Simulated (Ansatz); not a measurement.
# CdSe (P6_3mc) under pressure

```yaml
crystal:
  lattice:
    - [4.30110, 0.00000, 0.00000]
    - [-2.15055, 3.72486, 0.00000]
    - [0.00000, 0.00000, 7.02224]
  atoms:
    - { symbol: Cd, position: [0.33333, 0.66667, 0.00470] }
    - { symbol: Cd, position: [0.66667, 0.33333, 0.50470] }
    - { symbol: Se, position: [0.33333, 0.66667, 0.38030] }
    - { symbol: Se, position: [0.66667, 0.33333, 0.88030] }
```

This is the zero-pressure cell under PBEsol. Cell and atoms are relaxed by PAW (default files of Ansatz 0.2.0, cutoff 420 eV, stress met within about 0.05 GPa) at each pressure, in this structure whether or not another phase would take over; P is the pressure reached, less that of this cell. Levels come from PBEsol, all-electron LAPW in Ansatz 0.2.0, with spin-orbit coupling; k mesh 6×6×4, Fermi-Dirac smearing of 0.010 eV, basis error target 0.5 meV/atom. Conduction levels are in eV over the valence top (at Γ), at fixed fractional wave vectors.

```tsv
P (GPa)	V/V₀	c/a	Γ	A ∥ z	L (oblique)
-2.05	1.0448	1.6306	0.331	2.071	2.690
0.00	1.0000	1.6327	0.420	2.154	2.705
1.98	?	?	?	?	?
3.96	0.9366	1.6335	0.553	2.265	2.712
6.98	0.9002	1.6372	0.628	2.328	2.695
9.98	0.8703	1.6419	0.687	2.379	2.670
14.97	0.8295	1.6609	0.744	2.458	2.588
```

Task: Fit the third-order Birch-Murnaghan equation to the rows shown.

Result: With f = [(V₀/V)^(2/3) − 1]/2, the normalised pressure F = P/[3f(1 + 2f)^(5/2)] is 51.1 GPa at f = -0.0144, 53.1 GPa at f = 0.0223, 53.8 GPa at f = 0.0363, 54.4 GPa at f = 0.0485, 55.1 GPa at f = 0.0664. The line F = B₀[1 + (3/2)(B′ − 4)f] gives B₀ = 51.9 GPa and B′ = 4.6.

Task: What are the volume deformation potentials and pressure coefficients of these levels at zero pressure?

Result: 

```csv
level,dE/dlnV (eV),dE/dP = −(dE/dlnV)/B₀ (meV/GPa),mean slope up to 4.0 GPa (meV/GPa)
Γ,-2.06,39.6,33.7
A ∥ z,-1.80,34.6,28.1
L (oblique),-0.29,5.7,1.7
```

dE/dlnV is the slope of a cubic fit in ln V at V₀. The last column is read from two rows and shows how the slope bends with pressure. A level that another band crosses inside the range is left out of the tables.

Task: What belongs in the row at 1.98 GPa?

Result: The fits give V/V₀ = 0.9654 and Γ = 0.492 eV. Computed: V/V₀ = 0.9655, c/a = 1.6324, Γ = 0.492, A ∥ z = 2.215, L (oblique) = 2.714.

Known limits: no other phase was computed; many crystals of this kind change structure within this range, and rows or crossings beyond such a change describe a metastable lattice; coarse k mesh; the frozen-core PAW files of the relaxations were fitted under PBE, their cores solved anew for this functional; semilocal gaps are low, and the spacing of valleys can be off by tenths of an eV; levels are read at fixed fractional k, so an edge that moves off these points is missed.
